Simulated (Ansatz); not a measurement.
**TaN — quadrupolar parameters**

The cell is an entry of the Crystallography Open Database (COD) whose atoms were relaxed with PBE, the cell held.

```cif
data_TaN
_symmetry_space_group_name_H-M 'P6/mmm'
_symmetry_Int_Tables_number 191
_cell_length_a 5.1850
_cell_length_b 5.1850
_cell_length_c 2.9080
_cell_angle_alpha 90.000
_cell_angle_beta 90.000
_cell_angle_gamma 120.000
loop_
_atom_site_label
_atom_site_type_symbol
_atom_site_symmetry_multiplicity
_atom_site_Wyckoff_symbol
_atom_site_fract_x
_atom_site_fract_y
_atom_site_fract_z
Ta1 Ta 1 a 0.0000 0.0000 0.0000
Ta2 Ta 2 d 0.3333 0.6667 0.5000
N N 3 f 0.5000 0.0000 0.0000
```

One atom of each set is listed.

Level of theory: DFT, PBEsol, plane waves and PAW, scalar-relativistic, collinear spin, 420 eV cutoff, Γ-centred 10×10×16 k-points, Fermi–Dirac smearing 0.05 eV (Ansatz 0.2.0). Start moments as typed (μB): 2 on each Ta, none on the rest.

V_zz is the principal component of the electric field gradient with the largest magnitude, η = (V_xx − V_yy)/V_zz and C_Q = eQV_zz/h. ν_Q = 3|C_Q|/[2I(2I − 1)].

181Ta: I = 7/2, Q = 3170 mb; 14N: I = 1, Q = 20.44 mb. Q values from Pyykkö, Mol. Phys. 116, 1328 (2018).

Task: Which values are expected at the nuclei?

Result: 

| site | atoms | first shell | C_Q (MHz) | η | ν_Q (MHz) |
| --- | --- | --- | --- | --- | --- |
| Ta1 | 1 | 6 N at 2.59 Å | -3503 | 0.00 | 250 |
| Ta2 | 2 | 6 N at 2.09 Å | -2903 | 0.00 | 207 |
| N | 3 | 4 Ta at 2.09 Å; also 2 Ta at 2.59 Å | 1.46 | 0.78 | 2.19 |

An axis of threefold or higher order runs through Ta1 and Ta2, so V_zz lies along it and η is zero.

The run finds no gap above 0.1 eV (a metal, or nearly one), so the gradients can move by 10 % or more with the k-mesh. Without spin–orbit coupling the gradients at and beside Ta can be off by some per cent, at some sites by more. The start moments die out, and the run ends without spin.

The run took 29 s of wall time (29 s of CPU time) and 0.74 GiB at its peak, on 1 thread of Intel Xeon 6975P-C (Granite Rapids) (x86_64; 16 cores open to the job, memory cap 3.0 GiB, no GPU), a shared host with a load of 0.5 a core.
